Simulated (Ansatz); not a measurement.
Structures of TiO$_{2}$: which is lowest?

Plane-wave DFT in Ansatz with scalar-relativistic PAW potentials, cutoff 500 eV, Γ-centred meshes chosen by cell and gap, Gaussian smearing with energies taken to zero width. Every cell was relaxed (cell and atoms) in a run of its own, within the symmetry of its start. U_eff on d shells: Ti 4 eV. Functional: r2SCAN+U.

Relaxed structures (starts from databases or built by putting these elements on another compound's sites):
A. P4_2/mnm, 6 atoms in the computed cell, a = 4.597 Å, c = 2.993 Å; sites (symmetry × multiplicity) Ti m.mm × 2, O m.2m × 4; start: database
B. P2_1/c, 12 atoms in the computed cell, a = 4.841 Å, b = 4.888 Å, c = 5.046 Å, β = 99.7°; sites (symmetry × multiplicity) Ti 1 × 4, O 1 × 4 + 1 × 4; start: database
C. Pbcn, 12 atoms in the computed cell, a = 4.556 Å, b = 5.509 Å, c = 4.947 Å; sites (symmetry × multiplicity) Ti .2. × 4, O 1 × 8; start: database
D. I4_1/amd, 6 atoms in the computed cell, a = 3.797 Å, c = 9.662 Å; sites (symmetry × multiplicity) Ti -4m2 × 4, O 2mm. × 8; start: database
E. I4/mmm, 12 atoms in the computed cell, a = 8.714 Å, c = 3.802 Å; sites (symmetry × multiplicity) Ti m2m. × 8, O m.2m × 8 + m2m. × 8; start: database

Problem. Rank them by energy. Could pressure change the order?

Solution.
```csv
structure,group,E − E(lowest) (meV/atom),V (Å³/atom),gap on mesh (eV)
A,P4_2/mnm,0.0,10.54,2.70
C,Pbcn,4.0,10.35,3.39
D,I4_1/amd,4.2,11.61,3.13
B,P2_1/c,55,9.81,3.10
E,I4/mmm,75,12.03,2.58
```

A is lowest, 4 meV/atom under C. B is denser by 0.74 Å³/atom, so pressure favours it: ΔE/ΔV, with ΔE in eV and 1 eV/Å³ = 160.2 GPa, gives about 12 GPa for equal enthalpy if both cells were rigid, a rough figure since the two compress differently. Other structures may lie lower than all of these, and vibrations aren't counted.